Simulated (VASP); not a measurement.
**A VASP 6.6.1 single-point calculation on GaN**

INCAR

```
SIGMA = 0.01
ISMEAR = 0
IBRION = -1
LREAL = .FALSE.
NELM = 50
LCHARG = .FALSE.
EDIFF = 1E-6
METAGGA = R2SCAN
ISIF = 2
NSW = 0
ENCUT = 520
PREC = Accurate
LASPH = .TRUE.
ALGO = Normal
LWAVE = .FALSE.
NBANDS = 16
```

KPOINTS

```
KPOINTS created by Atomic Simulation Environment
0
Gamma
10 10 10
0 0 0
```

POSCAR

```
Ga N
 1.0000000000000000
     0.0000000000000000    2.1085152342992446    2.1085152342992446
     2.1085152342992446    0.0000000000000000    2.1085152342992446
     2.1085152342992446    2.1085152342992446    0.0000000000000000
 Ga  N
   1   1
Cartesian
 -0.0000000000000000  0.0000000000000000 -0.0000000000000000
  2.1085152342992446  2.1085152342992446  2.1085152342992446
```

The recommended PBE PAW datasets give the neutral cell 18 valence electrons.

Command

```
mpirun -np 1 vasp_std
```

**Question.** How does this run end, and what does it give?

**Answer.** It converged. Results: gap between bands v and c on the k mesh 1.18 eV; least direct gap on the k mesh 3.41 eV; pressure 1.4 GPa. Band v is the last that the valence electrons fill when counted band by band, and c is the next.

OSZICAR

```
N       E                     dE             d eps       ncg     rms          rms(c)
DAV:   1     0.579793580446E+02    0.57979E+02   -0.94695E+03  1776   0.220E+03
DAV:   2    -0.214264875614E+02   -0.79406E+02   -0.74918E+02  1704   0.317E+02
DAV:   3    -0.255531008372E+02   -0.41266E+01   -0.41131E+01  1768   0.628E+01
DAV:   4    -0.255896337442E+02   -0.36533E-01   -0.36527E-01  1832   0.619E+00
DAV:   5    -0.255900875062E+02   -0.45376E-03   -0.45376E-03  1832   0.625E-01    0.688E+00
DAV:   6    -0.209243969613E+02    0.46657E+01   -0.31572E+00  2136   0.411E+01    0.235E+00
DAV:   7    -0.209669229470E+02   -0.42526E-01   -0.41125E-01  1832   0.605E+00    0.162E+00
DAV:   8    -0.209771617321E+02   -0.10239E-01   -0.27851E-02  1792   0.395E+00    0.202E-01
DAV:   9    -0.209760303302E+02    0.11314E-02   -0.70259E-03  2080   0.246E+00    0.807E-02
DAV:  10    -0.209760999989E+02   -0.69669E-04   -0.64725E-04  1712   0.246E-01    0.721E-02
DAV:  11    -0.209760997749E+02    0.22405E-06   -0.20753E-04  1744   0.140E-01    0.444E-02
DAV:  12    -0.209760830437E+02    0.16731E-04   -0.23391E-05  1904   0.631E-02    0.286E-02
DAV:  13    -0.209760760458E+02    0.69979E-05   -0.35916E-07  1360   0.128E-02    0.197E-02
DAV:  14    -0.209760760598E+02   -0.14016E-07   -0.24558E-06  1408   0.247E-02
   1 F= -.20976076E+02 E0= -.20976076E+02  d E =-.946243E-64
```

Standard output (part)

```
POSCAR found type information on POSCAR GaN
 POSCAR found :  2 types and       2 ions
 LDA part: xc-table for (None), standard interpolation
 POSCAR, INCAR and KPOINTS ok, starting setup
 WAVECAR not read
 entering main loop
```

For comparison, a separate r²SCAN run of the intended cell, on usual settings and not on those above, gives a gap of 1.18 eV on its mesh and a pressure of 1.4 GPa.
